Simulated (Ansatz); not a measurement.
**HgTe (Coloradoite): relaxation of cell and atoms with RPBE+D3(BJ)**

HgTe (Coloradoite):

```
Hg Te
1.0
     0.00000    3.21450    3.21450
     3.21450    0.00000    3.21450
     3.21450    3.21450    0.00000
Hg Te
1 1
Direct
  0.00000 0.00000 0.00000
  0.75000 0.75000 0.75000
```

- Program: Ansatz 0.2.0
- Task: relaxation of cell and atoms
- Functional: RPBE
- Dispersion: D3(BJ)
- Potentials or basis: Ansatz PAW
- Cutoff: 420 eV (not typed: the program's choice for these potentials)
- k mesh: 7 × 7 × 7
- Occupations: fermi-dirac, width 0.05 eV
- Spin: no spin polarisation

```
Relaxed volume                         : 31.29 Å³/atom
Relaxed cell                           : a = 4.457 Å, b = 4.457 Å, c = 4.457 Å, α = 60.00°, β = 60.00°, γ = 60.00°
Space group after relaxing (to 0.05 Å) : F-43m (No. 216)
Energy gained by relaxing              : 18.9 meV/atom
Ionic steps                            : 5
Pressure after relaxing                : 0.0 GPa
```

Step by step:
```csv
step,energy change (eV),largest force (eV/Å),volume (Å³)
1,0.0000,0.0000,66.43
2,-0.0140,0.0000,59.73
3,-0.0383,0.0000,62.92
4,-0.0387,0.0000,62.59
5,-0.0378,0.0000,62.59
```

Final structure:
```
Hg Te
1.0
     0.00000    3.15131    3.15131
     3.15131    0.00000    3.15131
     3.15131    3.15131    0.00000
Hg Te
1 1
Cartesian
  0.0000 0.0000 0.0000
  4.7270 4.7270 4.7270
```

Run time: 19 s on 2 threads of Intel(R) Xeon(R) Processor @ 2.50GHz (Skylake/Cascade Lake) (shared host), peak memory 0.39 GiB.

Caveat: the plane-wave basis is chosen anew once the cell has moved, so the energies of steps on either side of that aren't comparable; the PAW data sets come from PBE, with cores solved anew for the run's functional, which leaves a small shift of forces and pressure. The run has no spin-orbit coupling, so splittings on Hg, Te are missing.
